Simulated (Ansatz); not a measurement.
TiB₂ (space group P6/mmm) relaxed with several functionals in Ansatz (plane waves to 420 eV, scalar-relativistic PAW, no spin-orbit coupling, symmetry kept). The database cell has 8.55 Å³/atom; its temperature or method isn't stated, so the comparison with it is no error of the functional. No moments.

```tsv
functional	conventional cell	V (Å³/atom)	against the database cell (%)	gap on mesh (eV)	largest moment (μB)
PBE	a = 3.032 Å, b = 3.032 Å, c = 3.224 Å, α = 90.00°, β = 90.00°, γ = 120.00°	8.56	0.0	0.00	0.00
PBEsol	a = 3.017 Å, b = 3.017 Å, c = 3.186 Å, α = 90.00°, β = 90.00°, γ = 120.00°	8.37	-2.1	0.00	0.00
PBE+D3(BJ)	a = 3.004 Å, b = 3.004 Å, c = 3.182 Å, α = 90.00°, β = 90.00°, γ = 120.00°	8.29	-3.1	0.00	0.00
```